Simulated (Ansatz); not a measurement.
Ribbons are cut from the relaxed C monolayer (P6/mmm, bond 1.42 Å, gap on the mesh 0.00 eV); N counts dimer lines (armchair) or zigzag chains, and the edge energy is per length, the mean of both edges over the sheet. Caps count from half an H2 molecule.

Theory: DFT PBE, scalar-relativistic, plane waves, PAW (Ansatz 0.2.0).

Cutoff 420 eV, Gaussian smearing of 0.05 eV, energies at zero smearing, symmetry of each start kept, no spin polarisation.

```csv
start,atoms,k mesh,edge energy (eV/Å),period (Å),gap on the mesh (eV)
"armchair, N = 11 with H caps",26,1×1×8,0.033,4.287,0.24
"armchair, N = 12 with H caps",28,1×1×8,0.029,4.291,0.62
```

Cost: 2 runs of about 8.9 core-minutes in all, on Intel Xeon Platinum 8259CL (Skylake/Cascade Lake) (shared hosts).